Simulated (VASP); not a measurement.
# Be, self-consistent run: which settings are enough?

Be, P-3m1 (no. 164), 2 atoms in the cell. PBEsol; PAW potentials Be (PBE set). VASP 6.6.1. The cell is changed on purpose: last atom moved by 0.08 Å along z, cell strained by +1.0% along z.

Wanted: energy within 2 meV/atom.

What the run is for: energy; Accuracy asked: standard.

POSCAR:
```
Be
1.0
    2.2853000000      0.0000000000      0.0000000000
   -1.1426500000      1.9791278553      0.0000000000
    0.0000000000      0.0000000000      3.6200420000
Be
2
Direct
    0.6666666700      0.3333333300      0.7500000000
    0.3333333300      0.6666666700      0.2723201800
```

The series start from Plane-wave cutoff (eV): 320; Smearing width (eV): 0.1; k-point mesh: 18 × 18 × 10; Precision mode (PREC): Accurate; Electronic threshold (eV): 1e-6; Bands in all (NBANDS): 12; Aspherical gradient terms in the spheres (LASPH): yes; Electronic algorithm: ALGO=Normal; Density mixing: defaults; Use of symmetry (ISYM): defaults. Each series keeps the choices made before it, and each single choice may use up half of a tolerance.

## Plane-wave cutoff (eV)

| Plane-wave cutoff (eV) | Energy less reference (meV/atom) | SCF iterations | Time (s) |
|---|---|---|---|
| 200 | 17.8 | 9 | 4.5 |
| 250 | 2.6 | 9 | 4.9 |
| 290 | 1.9 | 9 | 6.7 |
| 320 | 1.9 | 9 | 8.7 |
| 380 | 1.2 | 9 | 7.0 |
| 440 | 0.3 | 9 | 9.5 |
| 520 | 0.1 | 9 | 16 |
| 650 (reference) | 0.0 | 9 | 20 |

Chosen: 440, the loosest value from which every tighter one stays within half of the tolerance.

## Smearing width (eV)

| Smearing width (eV) | Energy less reference (meV/atom) | SCF iterations | Time (s) |
|---|---|---|---|
| 0.4 | -0.1 | 9 | 9.5 |
| 0.3 | 0.0 | 9 | 9.2 |
| 0.2 | -0.1 | 9 | 9.2 |
| 0.15 | -0.1 | 9 | 9.4 |
| 0.1 | -0.1 | 9 | 9.5 |
| 0.05 (reference) | 0.0 | 9 | 9.4 |

Chosen: 0.4.

## k-point mesh

| k-point mesh | Energy less reference (meV/atom) | SCF iterations | Time (s) |
|---|---|---|---|
| 6 × 6 × 3 | 61.3 | 9 | 1.4 |
| 8 × 8 × 4 | 21.6 | 9 | 1.7 |
| 10 × 10 × 5 | 19.9 | 9 | 2.3 |
| 12 × 12 × 7 | -4.1 | 10 | 4.0 |
| 15 × 15 × 8 | 1.6 | 9 | 6.1 |
| 18 × 18 × 10 | 3.0 | 9 | 9.5 |
| 22 × 22 × 12 | 0.9 | 9 | 19 |
| 26 × 26 × 14 (reference) | 0.0 | 9 | 24 |

Chosen: 22 × 22 × 12.

## Precision mode (PREC)

| Precision mode (PREC) | Energy less reference (meV/atom) | SCF iterations | Time (s) |
|---|---|---|---|
| SingleN | 0.0 | 9 | 10 |
| Normal | 0.0 | 9 | 10 |
| Single | 0.0 | 9 | 15 |
| Accurate (reference) | 0.0 | 9 | 19 |

Chosen: SingleN.

## Electronic threshold (eV)

| Electronic threshold (eV) | Energy less reference (meV/atom) | SCF iterations | Time (s) |
|---|---|---|---|
| 0.001 | 0.0 | 8 | 8.6 |
| 0.0001 | 0.0 | 9 | 9.4 |
| 1e-5 | 0.0 | 9 | 9.9 |
| 1e-6 | 0.0 | 9 | 10 |
| 1e-7 | 0.0 | 11 | 12 |
| 1e-8 (reference) | 0.0 | 12 | 12 |

Chosen: 0.001.

## Bands in all (NBANDS)

| Bands in all (NBANDS) | Energy less reference (meV/atom) | SCF iterations | Time (s) |
|---|---|---|---|
| 3 | 0.0 | 8 | 2.8 |
| 4 | 0.0 | 8 | 3.4 |
| 6 | 0.0 | 8 | 5.1 |
| 8 | 0.0 | 8 | 6.0 |
| 12 | 0.0 | 8 | 8.6 |
| 22 (reference) | 0.0 | 8 | 16 |

Chosen: 3.

## Aspherical gradient terms in the spheres (LASPH)

| Aspherical gradient terms in the spheres (LASPH) | Energy less reference (meV/atom) | SCF iterations | Time (s) |
|---|---|---|---|
| no | 0.1 | 8 | 3.0 |
| yes (reference) | 0.0 | 8 | 2.8 |

Chosen: no.

## Electronic algorithm

| Electronic algorithm | Energy less reference (meV/atom) | SCF iterations | Time (s) |
|---|---|---|---|
| ALGO=Normal | 0.0 | 8 | 3.0 |
| ALGO=Fast | -0.1 | 8 | 2.8 |
| ALGO=VeryFast | 0.0 | 15 | 3.7 |
| ALGO=All ISEARCH=1 | 0.0 | 9 | 3.3 |
| ALGO=All ISEARCH=0 | 0.0 | 9 | 2.9 |
| ALGO=Damped TIME=0.4 | 0.2 | 17 | 4.3 |
| ALGO=Damped TIME=0.1 | 3.5 | 22 | 5.1 |
| ALGO=Old Fast | 0.0 | 8 | 3.2 |

Chosen: ALGO=Normal; no other choice that stays within half of the tolerance saves 30 % of the time.

## Density mixing

| Density mixing | Energy less reference (meV/atom) | SCF iterations | Time (s) |
|---|---|---|---|
| defaults | 0.0 | 8 | 3.0 |
| MAXMIX=-10 | 0.0 | 8 | 2.6 |
| MIXPRE=0 | 0.0 | 8 | 2.6 |
| INIMIX=0 | 0.0 | 9 | 2.6 |
| AMIX=0.4 IMIX=1 | -0.2 | 9 | 3.0 |
| AMIX=0.2 | 0.0 | 9 | 2.8 |
| AMIX=0.4 AMIN=0.6 IMIX=2 | -0.5 | 10 | 3.1 |

Chosen: MAXMIX=-10; it saves 0.4 s of 3.0, so defaults would do nearly as well.

## Use of symmetry (ISYM)

| Use of symmetry (ISYM) | Energy less reference (meV/atom) | SCF iterations | Time (s) |
|---|---|---|---|
| defaults | 0.0 | 8 | 2.6 |
| ISYM=1 | 0.0 | 8 | 2.8 |
| ISYM=0 | 0.0 | 8 | 12 |
| ISYM=-1 | 0.0 | 8 | 24 |

Chosen: defaults.

## All choices together

| Input | Energy less reference (meV/atom) | Time (s) |
|---|---|---|
| the program's defaults (naive) | 61.9 | 0.7 |
| chosen settings | 1.4 | 2.6 |
| reference settings throughout | 0.0 | 127 |

The tolerance is met.

## The input

INCAR:
```
SYSTEM = Be
GGA = PS
ISMEAR = 1
SIGMA = 0.4
LWAVE = .False.
LCHARG = .False.
ISIF = 2
PREC = SingleN
LASPH = .False.
LREAL = .False.
ALGO = Normal
EDIFF = 0.001
NELM = 120
GGA_COMPAT = .False.
ENCUT = 440
NBANDS = 3
MAXMIX = -10
```

KPOINTS:
```
Automatic mesh
0
Gamma
  22 22 12
  0 0 0
```

Commands:
```
cat potpaw_PBE.64/Be/POTCAR > POTCAR
mpirun -np 1 vasp_std > vasp.out
```

The chosen input took VASP 6.6.1 2.6 s on 1 core (Intel Xeon 6975P-C (Granite Rapids)), a shared host.

## An input that fails: one k point for a small cell

It runs to its end, but against the unchanged starting input it is off by 5519.6 meV/atom in the energy.

k mesh: 18 × 18 × 10 becomes 1 × 1 × 1.

Changes against the starting input:
```
- NELM = 120
+ NELM = 52
```
